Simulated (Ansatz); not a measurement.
InN (zinc blende)

```
InN
1.0
    0.00000     2.52449     2.52449
    2.52449     0.00000     2.52449
    2.52449     2.52449     0.00000
N In
1 1
Direct
  0.75000   0.75000   0.75000
  0.00000   0.00000   0.00000
```

A phonon eigenvector at Γ is frozen into this cell: atom i moves by Q times the vector below, so Q is the largest atomic displacement, in Å. The cell is held. It is one choice among 3 degenerate patterns.

| atom | x | y | z |
|---|---|---|---|
| N1 | 0.000 | 0.000 | -1.000 |
| In2 | 0.000 | 0.000 | 0.122 |

The numbers are results of PBE (plane waves to 420 eV, PAW, scalar-relativistic; Ansatz, a program for electronic structure), not measurements. k mesh 11×11×11 (Γ-centred), Fermi-Dirac smearing 0.05 eV. E stands for the smeared free energy. Compression counts positive. With partly filled bands, energies and forces of such displacements shift with the k mesh and the smearing. At this level the bands of InN touch or barely overlap; measurements give the solid a gap. InN was relaxed with its symmetry unable to fall. The zero of ΔE is the undisplaced structure.

| Q (Å) | −dE/dQ from forces (eV/Å) | ΔE (meV/cell) | P (GPa) |
|---|---|---|---|
| -0.100 | 1.067 | 53.7 | 0.7 |
| -0.083 | 0.893 | … | 0.5 |
| -0.067 | 0.717 | 24.0 | 0.3 |
| -0.050 | 0.539 | 13.5 | 0.2 |
| -0.033 | 0.360 | … | 0.1 |
| -0.017 | 0.180 | 1.5 | 0.0 |
| 0.000 | 0.000 | 0.0 | 0.0 |
| 0.017 | -0.180 | 1.5 | 0.0 |
| 0.033 | -0.360 | … | 0.1 |
| 0.050 | -0.539 | 13.5 | 0.2 |
| 0.067 | -0.717 | 24.0 | 0.3 |
| 0.083 | -0.893 | … | 0.5 |
| 0.100 | -1.067 | 53.7 | 0.7 |

### Question
Complete the blanks.

### Answer

- -0.083, ΔE (meV/cell): 37.4
- -0.033, ΔE (meV/cell): 6.0
- 0.033, ΔE (meV/cell): 6.0
- 0.083, ΔE (meV/cell): 37.4

(A displaced cell: forces are minus the slopes of the energy, force constants its curvatures, and phonons follow from these.)
